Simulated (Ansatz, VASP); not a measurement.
Cs: VASP beside Ansatz

```
Cs
1.0
     0.03948    3.94834    3.94834
     3.94834    0.03948    3.94834
     3.98782    3.98782    0.00000
Cs
1
Direct
  0.00000 0.00000 0.00000
```

This isn't the form of Cs at room conditions, which is bcc.

Alike in both runs: functional PBEsol; k mesh 5 × 5 × 5; occupations fermi-dirac, width 0.05 eV; no spin polarisation.

|  | VASP | Ansatz |
| --- | --- | --- |
| version | VASP 6.6.1 | Ansatz 0.2.0 |
| potentials or method | VASP PAW PBE potentials, release 64 (Cs_sv) | Ansatz PAW |
| plane-wave cutoff (eV) | 520 | 420 |
| valence electrons in the cell | 9 | 9 |
| task | single point | band structure |

|  | VASP | Ansatz | Ansatz less VASP |
| --- | --- | --- | --- |
| gap on the k mesh at the Fermi level (eV) | none | none | - |
| pressure (GPa) | -0.2 | -0.2 | +0.01 |

A gap of «none» marks a metal or a gap that the smearing closes. The functional is the same, so the differences come from potentials, cutoffs and numerics.

Caveats: the PAW data sets were made with another functional, which shifts forces and pressure a little (VASP); spin-orbit coupling is left out, which moves the levels of the heavy elements (Ansatz); the PAW data sets come from PBE, with cores solved anew for the run's functional, which leaves a small shift of forces and pressure (Ansatz). The runs have no spin-orbit coupling, so splittings on Cs are missing.
